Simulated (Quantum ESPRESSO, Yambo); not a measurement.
# MoS2 (2H monolayer): a self-consistent loop beyond G0W0, cycle by cycle, part 2 of 2

Aim: iterate the self-energy on MoS2 (2H monolayer) and follow the gap from cycle to cycle.

Quantum ESPRESSO 7.5 and Yambo 5.3.0; PBE and many-body steps on it, plane waves. Known limits of the many-body steps: not at the basis limit; no spin-orbit coupling.

So far. Step 4 (G0W0): The gap on the mesh goes from 1.66 eV to 2.59 eV, a correction of +0.93 eV. Step 5 (evGW0, cycle 1): Against G0W0 in Yambo (6×6×1 mesh, 65 bands, screening to 95.2 eV, Godby-Needs plasmon pole), the gap moves by +0.145 eV.

### Step 6. evGW0, cycle 2

Level of this step: evGW0 on PBE, plane waves, norm-conserving pseudopotentials (Yambo).

The corrected levels of the last cycle go back in.

File gw4.in:

```
HF_and_locXC
gw0
dyson
ppa
em1d
rim_cut
rim_w
RandQpts= 3000000
RandGvec= 100 RL
CUTGeo= "slab z"
RandGvecW= 9 RL
EXXRLvcs= 72 Ry
VXCRLvcs= 288 Ry
Chimod= "HARTREE"
% BndsRnXp
 1 | 65 |
%
NGsBlkXp= 7 Ry
% LongDrXp
 1 | 1 | 0 |
%
% GbndRnge
 1 | 65 |
%
DysSolver= "n"
ExtendOut
PPAPntXp= 27.21138 eV
% QPkrange
 1 | 7 | 5 | 18 |
%
GfnQPdb= "E < ./gw3_fix/ndb.QP"
```

Launch:

```bash
> OMP_NUM_THREADS=2 mpirun -n 4 yambo -F gw4.in -J gw4,gw1_W -C gw4 > gw4.log
```

Log:

```text
 Yambo, version 5.3.0

 [02] CORE Variables Setup
 =========================

  [... cell, symmetries and grids as in the set-up ...]

  [02.05] Energies & Occupations
  ==============================

  [X] === General ===
  [X] Electronic Temperature                        :  0.000000  0.000000 [eV K]
  [X] Bosonic    Temperature                        :  0.000000  0.000000 [eV K]
  [X] Finite Temperature mode                       : no
  [X] El. density                                   :  0.18495E+24 [cm-3]
[...]
Sx RL components                                 :   9759

  QP @ state[ 1 ] K range                          :   1   7
  QP @ state[ 1 ] b range                          :   5  18
  GF energies kind                                 : Perdew, Burke & Ernzerhof(X)+Perdew, Burke & Ernzerhof(C)+ E < ./gw2/ndb.QP + @E Fit+ E < ./gw3_fix/
  GF WF`s kind                                     : Perdew, Burke & Ernzerhof(X)+Perdew, Burke & Ernzerhof(C)
  Xs energies kind                                 : Perdew, Burke & Ernzerhof(X)+Perdew, Burke & Ernzerhof(C)
  Xs WF`s kind                                     : Perdew, Burke & Ernzerhof(X)+Perdew, Burke & Ernzerhof(C)

 [16] Game Over & Game summary
```

Run time: 2.4 min. Hardware: 4 MPI ranks of Arm Neoverse V2, shared host; peak memory 2.3 GiB; 18 min of CPU time.

Numbers from this step:

```yaml
quasiparticle_gap_on_the_mesh: 2.755 eV
gap_of_the_density_functional_on_the_mesh: 1.657 eV
k_of_the_valence_top: 0.3333, 0.3333, 0
k_of_the_conduction_bottom: 0.3333, 0.3333, 0
least_direct_quasiparticle_gap_on_the_computed_points: 2.755 eV
```

Against the cycle before, the gap moves by +0.021 eV.

The program's own table gives 2.972 eV, which is too large where the input levels are shifted: this version takes Σc at the unshifted level E₀, yet steps from the shifted one. The value above is the Newton step from E₀, E₀ + Z(Σc + Σx − Vxc), rebuilt from the printed columns.

### Step 7. evGW0, cycle 3

gw5.in, as its differences from gw4.in of step 6:

```diff
@@ -30,2 +30,2 @@
 %
-GfnQPdb= "E < ./gw3_fix/ndb.QP"
+GfnQPdb= "E < ./gw4_fix/ndb.QP"
```

Launch:

```bash
> OMP_NUM_THREADS=2 mpirun -n 4 yambo -F gw5.in -J gw5,gw1_W -C gw5 > gw5.log
```

Log:

```text
 Yambo, version 5.3.0

 [02] CORE Variables Setup
 =========================

  [... cell, symmetries and grids as in the set-up ...]

  [02.05] Energies & Occupations
  ==============================

  [X] === General ===
  [X] Electronic Temperature                        :  0.000000  0.000000 [eV K]
  [X] Bosonic    Temperature                        :  0.000000  0.000000 [eV K]
  [X] Finite Temperature mode                       : no
  [X] El. density                                   :  0.18495E+24 [cm-3]
[...]
Sx RL components                                 :   9759

  QP @ state[ 1 ] K range                          :   1   7
  QP @ state[ 1 ] b range                          :   5  18
  GF energies kind                                 : Perdew, Burke & Ernzerhof(X)+Perdew, Burke & Ernzerhof(C)+ E < ./gw2/ndb.QP + @E Fit+ E < ./gw3_fix/
  GF WF`s kind                                     : Perdew, Burke & Ernzerhof(X)+Perdew, Burke & Ernzerhof(C)
  Xs energies kind                                 : Perdew, Burke & Ernzerhof(X)+Perdew, Burke & Ernzerhof(C)
  Xs WF`s kind                                     : Perdew, Burke & Ernzerhof(X)+Perdew, Burke & Ernzerhof(C)

 [16] Game Over & Game summary
```

It took 2.4 min on 4 MPI ranks; peak memory 2.3 GiB; 18 min of CPU time.

This step gave:

| Property | Result |
| --- | --- |
| quasiparticle gap on the mesh | 2.758 eV |
| gap of the density functional on the mesh | 1.657 eV |
| k of the valence top | 0.3333, 0.3333, 0 |
| k of the conduction bottom | 0.3333, 0.3333, 0 |
| least direct quasiparticle gap on the computed points | 2.758 eV |

Against the cycle before, the gap moves by +0.003 eV.

The program's own table gives 2.978 eV, which is too large where the input levels are shifted: this version takes Σc at the unshifted level E₀, yet steps from the shifted one. The value above is the Newton step from E₀, E₀ + Z(Σc + Σx − Vxc), rebuilt from the printed columns.

### Step 8. evGW, cycle 1

This step: evGW on PBE, plane waves, norm-conserving pseudopotentials.

gw6.in, as its differences from gw5.in of step 7:

```diff
@@ -30,2 +30,3 @@
 %
-GfnQPdb= "E < ./gw4_fix/ndb.QP"
+GfnQPdb= "E < ./gw2/ndb.QP"
+XfnQPdb= "E < ./gw2/ndb.QP"
```

Launch:

```bash
> OMP_NUM_THREADS=2 mpirun -n 4 yambo -F gw6.in -J gw6 -C gw6 > gw6.log
```

Log:

```text
 Yambo, version 5.3.0

 [02] CORE Variables Setup
 =========================

  [... cell, symmetries and grids as in the set-up ...]

  [02.05] Energies & Occupations
  ==============================

  [X] === General ===
  [X] Electronic Temperature                        :  0.000000  0.000000 [eV K]
  [X] Bosonic    Temperature                        :  0.000000  0.000000 [eV K]
  [X] Finite Temperature mode                       : no
  [X] El. density                                   :  0.18495E+24 [cm-3]
[...]
Sx RL components                                 :   9759

  QP @ state[ 1 ] K range                          :   1   7
  QP @ state[ 1 ] b range                          :   5  18
  GF energies kind                                 : Perdew, Burke & Ernzerhof(X)+Perdew, Burke & Ernzerhof(C)+ E < ./gw2/ndb.QP + @E Fit
  GF WF`s kind                                     : Perdew, Burke & Ernzerhof(X)+Perdew, Burke & Ernzerhof(C)
  Xs energies kind                                 : Perdew, Burke & Ernzerhof(X)+Perdew, Burke & Ernzerhof(C)
  Xs WF`s kind                                     : Perdew, Burke & Ernzerhof(X)+Perdew, Burke & Ernzerhof(C)

 [18] Game Over & Game summary
```

Elapsed: 3.1 min, on 4 MPI ranks; peak memory 2.5 GiB.

Numbers from this step:

```
quasiparticle gap on the mesh                         : 2.854 eV
gap of the density functional on the mesh             : 1.657 eV
k of the valence top                                  : 0.3333, 0.3333, 0
k of the conduction bottom                            : 0.3333, 0.3333, 0
least direct quasiparticle gap on the computed points : 2.854 eV
```

Against G0W0 in Yambo (6×6×1 mesh, 65 bands, screening to 95.2 eV, Godby-Needs plasmon pole), the gap moves by +0.266 eV.

The program's own table gives 3.046 eV, which is too large where the input levels are shifted: this version takes Σc at the unshifted level E₀, yet steps from the shifted one. The value above is the Newton step from E₀, E₀ + Z(Σc + Σx − Vxc), rebuilt from the printed columns.

### Step 9. evGW, cycle 2

gw7.in, as its differences from gw6.in of step 8:

```diff
@@ -30,3 +30,3 @@
 %
-GfnQPdb= "E < ./gw2/ndb.QP"
-XfnQPdb= "E < ./gw2/ndb.QP"
+GfnQPdb= "E < ./gw6_fix/ndb.QP"
+XfnQPdb= "E < ./gw6_fix/ndb.QP"
```

Launch:

```bash
> OMP_NUM_THREADS=2 mpirun -n 4 yambo -F gw7.in -J gw7 -C gw7 > gw7.log
```

Log:

```text
 Yambo, version 5.3.0

 [02] CORE Variables Setup
 =========================

  [... cell, symmetries and grids as in the set-up ...]

  [02.05] Energies & Occupations
  ==============================

  [X] === General ===
  [X] Electronic Temperature                        :  0.000000  0.000000 [eV K]
  [X] Bosonic    Temperature                        :  0.000000  0.000000 [eV K]
  [X] Finite Temperature mode                       : no
  [X] El. density                                   :  0.18495E+24 [cm-3]
[...]
Sx RL components                                 :   9759

  QP @ state[ 1 ] K range                          :   1   7
  QP @ state[ 1 ] b range                          :   5  18
  GF energies kind                                 : Perdew, Burke & Ernzerhof(X)+Perdew, Burke & Ernzerhof(C)+ E < ./gw2/ndb.QP + @E Fit+ E < ./gw6_fix/
  GF WF`s kind                                     : Perdew, Burke & Ernzerhof(X)+Perdew, Burke & Ernzerhof(C)
  Xs energies kind                                 : Perdew, Burke & Ernzerhof(X)+Perdew, Burke & Ernzerhof(C)
  Xs WF`s kind                                     : Perdew, Burke & Ernzerhof(X)+Perdew, Burke & Ernzerhof(C)

 [18] Game Over & Game summary
```

Elapsed: 3.1 min, on 4 MPI ranks; peak memory 2.3 GiB.

Numbers from this step:

* quasiparticle gap on the mesh: 2.925 eV
* gap of the density functional on the mesh: 1.657 eV
* k of the valence top: 0.3333, 0.3333, 0
* k of the conduction bottom: 0.3333, 0.3333, 0
* least direct quasiparticle gap on the computed points: 2.925 eV

Against the cycle before, the gap moves by +0.070 eV.

The program's own table gives 3.158 eV, which is too large where the input levels are shifted: this version takes Σc at the unshifted level E₀, yet steps from the shifted one. The value above is the Newton step from E₀, E₀ + Z(Σc + Σx − Vxc), rebuilt from the printed columns.

### Step 10. evGW, cycle 3

gw8.in, as its differences from gw7.in of step 9:

```diff
@@ -30,3 +30,3 @@
 %
-GfnQPdb= "E < ./gw6_fix/ndb.QP"
-XfnQPdb= "E < ./gw6_fix/ndb.QP"
+GfnQPdb= "E < ./gw7_fix/ndb.QP"
+XfnQPdb= "E < ./gw7_fix/ndb.QP"
```

Launch:

```bash
> OMP_NUM_THREADS=2 mpirun -n 4 yambo -F gw8.in -J gw8 -C gw8 > gw8.log
```

Log:

```text
 Yambo, version 5.3.0

 [02] CORE Variables Setup
 =========================

  [... cell, symmetries and grids as in the set-up ...]

  [02.05] Energies & Occupations
  ==============================

  [X] === General ===
  [X] Electronic Temperature                        :  0.000000  0.000000 [eV K]
  [X] Bosonic    Temperature                        :  0.000000  0.000000 [eV K]
  [X] Finite Temperature mode                       : no
  [X] El. density                                   :  0.18495E+24 [cm-3]
[...]
Sx RL components                                 :   9759

  QP @ state[ 1 ] K range                          :   1   7
  QP @ state[ 1 ] b range                          :   5  18
  GF energies kind                                 : Perdew, Burke & Ernzerhof(X)+Perdew, Burke & Ernzerhof(C)+ E < ./gw2/ndb.QP + @E Fit+ E < ./gw6_fix/
  GF WF`s kind                                     : Perdew, Burke & Ernzerhof(X)+Perdew, Burke & Ernzerhof(C)
  Xs energies kind                                 : Perdew, Burke & Ernzerhof(X)+Perdew, Burke & Ernzerhof(C)
  Xs WF`s kind                                     : Perdew, Burke & Ernzerhof(X)+Perdew, Burke & Ernzerhof(C)

 [18] Game Over & Game summary
```

Elapsed: 3.1 min, on 4 MPI ranks; peak memory 2.3 GiB.

This step gave:

| Property | Result |
| --- | --- |
| quasiparticle gap on the mesh | 2.944 eV |
| gap of the density functional on the mesh | 1.657 eV |
| k of the valence top | 0.3333, 0.3333, 0 |
| k of the conduction bottom | 0.3333, 0.3333, 0 |
| least direct quasiparticle gap on the computed points | 2.944 eV |

Against the cycle before, the gap moves by +0.020 eV.

The program's own table gives 3.190 eV, which is too large where the input levels are shifted: this version takes Σc at the unshifted level E₀, yet steps from the shifted one. The value above is the Newton step from E₀, E₀ + Z(Σc + Σx − Vxc), rebuilt from the printed columns.

### Step 11. evGW, cycle 4

gw9.in, as its differences from gw8.in of step 10:

```diff
@@ -30,3 +30,3 @@
 %
-GfnQPdb= "E < ./gw7_fix/ndb.QP"
-XfnQPdb= "E < ./gw7_fix/ndb.QP"
+GfnQPdb= "E < ./gw8_fix/ndb.QP"
+XfnQPdb= "E < ./gw8_fix/ndb.QP"
```

Launch:

```bash
> OMP_NUM_THREADS=2 mpirun -n 4 yambo -F gw9.in -J gw9 -C gw9 > gw9.log
```

Log:

```text
 Yambo, version 5.3.0

 [02] CORE Variables Setup
 =========================

  [... cell, symmetries and grids as in the set-up ...]

  [02.05] Energies & Occupations
  ==============================

  [X] === General ===
  [X] Electronic Temperature                        :  0.000000  0.000000 [eV K]
  [X] Bosonic    Temperature                        :  0.000000  0.000000 [eV K]
  [X] Finite Temperature mode                       : no
  [X] El. density                                   :  0.18495E+24 [cm-3]
[...]
Sx RL components                                 :   9759

  QP @ state[ 1 ] K range                          :   1   7
  QP @ state[ 1 ] b range                          :   5  18
  GF energies kind                                 : Perdew, Burke & Ernzerhof(X)+Perdew, Burke & Ernzerhof(C)+ E < ./gw2/ndb.QP + @E Fit+ E < ./gw6_fix/
  GF WF`s kind                                     : Perdew, Burke & Ernzerhof(X)+Perdew, Burke & Ernzerhof(C)
  Xs energies kind                                 : Perdew, Burke & Ernzerhof(X)+Perdew, Burke & Ernzerhof(C)
  Xs WF`s kind                                     : Perdew, Burke & Ernzerhof(X)+Perdew, Burke & Ernzerhof(C)

 [18] Game Over & Game summary
```

Wall time 3.1 min (4 MPI ranks); peak memory 2.3 GiB.

This step gave:

| Item | Value |
| --- | --- |
| quasiparticle gap on the mesh | 2.950 eV |
| gap of the density functional on the mesh | 1.657 eV |
| k of the valence top | 0.3333, 0.3333, 0 |
| k of the conduction bottom | 0.3333, 0.3333, 0 |
| least direct quasiparticle gap on the computed points | 2.950 eV |

Against the cycle before, the gap moves by +0.006 eV.

The program's own table gives 3.200 eV, which is too large where the input levels are shifted: this version takes Σc at the unshifted level E₀, yet steps from the shifted one. The value above is the Newton step from E₀, E₀ + Z(Σc + Σx − Vxc), rebuilt from the printed columns.

### Step 12. Side by side

Times are wall times on 4 MPI ranks of Arm Neoverse V2, shared host, good to a factor of about two.

| run | mesh | bands | screening cutoff (eV) | DFT gap (eV) | gap on the mesh (eV) | direct (eV) | time |
| --- | --- | --- | --- | --- | --- | --- | --- |
| G0W0 | 6×6×1 | 65 | 95.2 | 1.657 | 2.589 | 2.589 | 54 s |
| evGW0, cycle 1 | 6×6×1 | 65 | 95.2 | 1.657 | 2.734 | 2.734 | 2.4 min |
| evGW0, cycle 2 | 6×6×1 | 65 | 95.2 | 1.657 | 2.755 | 2.755 | 2.4 min |
| evGW0, cycle 3 | 6×6×1 | 65 | 95.2 | 1.657 | 2.758 | 2.758 | 2.4 min |
| evGW, cycle 1 | 6×6×1 | 65 | 95.2 | 1.657 | 2.854 | 2.854 | 3.1 min |
| evGW, cycle 2 | 6×6×1 | 65 | 95.2 | 1.657 | 2.925 | 2.925 | 3.1 min |
| evGW, cycle 3 | 6×6×1 | 65 | 95.2 | 1.657 | 2.944 | 2.944 | 3.1 min |
| evGW, cycle 4 | 6×6×1 | 65 | 95.2 | 1.657 | 2.950 | 2.950 | 3.1 min |

### Step 13. Outcome

| Property | Result |
| --- | --- |
| G0W0 | 2.589 eV |
| evGW0, cycle 1 | 2.734 eV |
| evGW0, cycle 2 | 2.755 eV |
| evGW0, cycle 3 | 2.758 eV |
| evGW, cycle 1 | 2.854 eV |
| evGW, cycle 2 | 2.925 eV |
| evGW, cycle 3 | 2.944 eV |
| evGW, cycle 4 | 2.950 eV |
| known limits | not at the basis limit; no spin-orbit coupling |

evGW0 ends at 2.76 eV, +0.17 eV from G0W0, after 3 cycles that took 7.1 min beside the first screening; the last moved the gap by 0.003 eV. evGW ends at 2.95 eV, +0.36 eV from G0W0, after 4 cycles that took 12 min beside the first screening; the last moved the gap by 0.006 eV. Against experiment, by evGW, cycle 4: the gap of 2.95 eV lies +0.65 eV from the measured 2.3 eV (electronic, 77 K, on graphene, 2017); the gap of 2.95 eV lies +0.95 eV from the measured 2 eV (electronic, 300 K, on HOPG, 2018); the direct gap of 2.95 eV lies +1.04 eV from the measured 1.91 eV (exciton, 300 K, on SiO2/Si, 2023); the direct gap of 2.95 eV lies +1.10 eV from the measured 1.85 eV (exciton, 2018); the gap of 2.95 eV lies +0.60 eV from the measured 2.35 eV (electronic, on hBN, 2019). An exciton line or allowed optical edge lies below the quasiparticle gap by the binding energy; a forbidden edge can push the onset above it. The computed sheet is free-standing; a substrate or cover screens it further and lowers both gap and binding, while the exciton line moves little. These are gaps on the mesh, at modest bands and cutoff. The calculation has static nuclei and no excitons; a measured gap holds zero-point and thermal motion, which mostly lowers it. Bands and cutoff are finite, so the gap is not at the basis limit. The miss can reach some tenths of an eV and take either sign; the mesh is an error of its own. The many-body steps are scalar-relativistic: spin-orbit coupling is not in them.

[Paths, hosts, dates, memory and timing lines, banners, echoed tables and standing remarks are left out of the program output.]

[Logs are printed without paths, hosts, clocks, repeated set-up lines and the standing remarks that a program may print on its own settings, such as how far it seeks lower states.]

[Runs of the session that timed out or met a known fault of the program may be left out.]

[Hosts, paths, dates, database ids (printed as entryN), source tags and the programs' standing remarks are cut or masked in the printed files.]
